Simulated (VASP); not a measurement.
# Ca: convergence, relaxation of the cell

Ca, P-1 (no. 2), 1 atom in the cell. PBE, relaxation of the cell; PAW potentials Ca_sv (PBE set). VASP 6.6.1.

Wanted: cell lengths a, b, c within 0.2 %; volume within 0.4 %.

The series start from Relaxations run in a row: 2; Cutoff ENCUT (eV): 350; Force threshold EDIFFG (eV/Å): -0.01; Relaxation method: conjugate gradient, POTIM 0.5; Precision mode: Accurate. Each series keeps the choices made before it, and each single choice may use up half of a tolerance. Times cover all steps of a run.

## Relaxations run in a row

| Relaxations run in a row | Cell lengths a, b, c, largest deviation against the largest value | Volume (Å³/atom) | Time (s) |
|---|---|---|---|
| 1 | 0.056 % | 42.3 | 82 |
| 2 | 0 % | 42.23 | 99 |
| 3 (reference) | 0 % | 42.23 | 128 |

Chosen: 1, the loosest value from which every tighter one stays within half of the tolerance.

## Cutoff ENCUT (eV)

| Cutoff ENCUT (eV) | Cell lengths a, b, c, largest deviation against the largest value | Volume (Å³/atom) | Time (s) |
|---|---|---|---|
| 250 | 0.45 % | 41.89 | 70 |
| 300 | 0.34 % | 42.05 | 66 |
| 350 | 0.081 % | 42.3 | 82 |
| 400 | 0.028 % | 42.36 | 96 |
| 450 | 0.036 % | 42.35 | 95 |
| 500 | 0.026 % | 42.36 | 138 |
| 550 (reference) | 0 % | 42.4 | 155 |

Chosen: 400.

## Force threshold EDIFFG (eV/Å)

| Force threshold EDIFFG (eV/Å) | Cell lengths a, b, c, largest deviation against the largest value | Volume (Å³/atom) | Time (s) |
|---|---|---|---|
| -0.05 | 0.44 % | 42.5 | 90 |
| -0.02 | 0.44 % | 42.5 | 89 |
| -0.01 | 0.087 % | 42.36 | 96 |
| -0.005 | 0.087 % | 42.36 | 135 |
| -0.002 (reference) | 0 % | 42.37 | 151 |

Chosen: -0.01.

## Relaxation method

| Relaxation method | Cell lengths a, b, c, largest deviation against the largest value | Volume (Å³/atom) | Time (s) |
|---|---|---|---|
| conjugate gradient, POTIM 0.5 | 0 % | 42.36 | 96 |
| conjugate gradient, POTIM 0.2 | refused | refused | 132 |
| conjugate gradient, POTIM 1.0 | 0.17 % | 42.43 | 151 |
| quasi-Newton, POTIM 0.5 | 0.12 % | 42.36 | 121 |
| quasi-Newton, POTIM 0.5, at least 5 electronic steps | 0.12 % | 42.36 | 119 |
| velocity quench, POTIM 0.1 | 0.07 % | 42.35 | 167 |

Chosen: conjugate gradient, POTIM 0.5; no other choice that stays within half of the tolerance saves 30 % of the time.

VASP's message at the runs that stop: VERY BAD NEWS! internal error in subroutineSGRCON:Found some non-integer element in rotation matrix 3.

## Precision mode

| Precision mode | Cell lengths a, b, c, largest deviation against the largest value | Volume (Å³/atom) | Time (s) |
|---|---|---|---|
| Accurate | 0 % | 42.36 | 96 |
| Normal | 0.0079 % | 42.35 | 68 |
| High | 0.0095 % | 42.38 | 93 |

Chosen: Normal; it saves 28.0 s of 96, so Accurate would do nearly as well.

The choices weren't compared together with a run at all the tightest settings, so their joint error isn't shown.

## The input

INCAR.step1:
```
  PREC = Normal
  ENCUT = 400
  EDIFF = 1E-7
  ISMEAR = 1
  SIGMA = 0.1
  LREAL = False
  LASPH = True
  NELM = 100
  ALGO = Normal
  LWAVE = False
  LCHARG = False
  IBRION = 2
  NSW = 60
  ISIF = 3
  EDIFFG = -0.01
  POTIM = 0.5
  KPAR = 8
```

INCAR.step2, as INCAR.step1 but for:
```
- IBRION = 2
- NSW = 60
- ISIF = 3
- EDIFFG = -0.01
- POTIM = 0.5
+ NSW = 0
+ ISIF = 2
```

KPOINTS:
```
k-points
0
Gamma
  9 9 9
```

POSCAR.step1:
```
Ca
1.0
   -0.0117620000      2.8975180000      2.8790300000
    2.8572870000      0.0093330000      2.8579360000
    2.8525860000      2.8717230000      0.0140340000
Ca
1
Direct
    0.0000000000      0.0000000000      0.0000000000
```

POSCAR.step2:
```
Ca
1.0
    0.0003386780      2.7741527511      2.7624898839
    2.7630532448     -0.0000300913      2.7628975977
    2.7630677175      2.7744664374     -0.0000834689
Ca
1
Direct
    1.0000000000      0.0000000000      0.0000000000
```

Commands (each step's output is kept before the next begins):
```
cat potpaw_PBE.64/Ca_sv/POTCAR > POTCAR
cp INCAR.step1 INCAR
cp POSCAR.step1 POSCAR
mpirun -np 8 vasp_std > vasp.out
cp CONTCAR POSCAR
cp INCAR.step2 INCAR
cp POSCAR.step2 POSCAR
mpirun -np 8 vasp_std > vasp.out
```

Limits: the start was distorted on purpose (volume up by 6 %, random strain, atoms moved at random), so the space group given is the start's and not the crystal's.

The chosen input took VASP 6.6.1 68 s on 8 cores (AMD EPYC 7R43 (Zen 3)), a shared host.

## An input that fails: cell relaxed at a low cutoff

It runs to its end, but against the unchanged starting input it is off by 0.67 % in the cell lengths a, b, c, 2 % in the volume.

Changes against the starting input:
```
(all steps)
- PREC = Accurate
- ENCUT = 350
+ PREC = Low
+ ENCUT = 250
(POSCAR.step3)
-    0.0001136327      2.7714755629      2.7603031465
-    2.7604903079      0.0001095788      2.7603456494
-    2.7604396972      2.7713606913      0.0001218373
+    0.0000872135      2.7535808649      2.7421284805
+    2.7418201562      0.0004698788      2.7417791004
+    2.7415846652      2.7528881245      0.0006685964
-    0.0000000000      0.0000000000      1.0000000000
+    0.0000000000      0.0000000000      0.0000000000
```
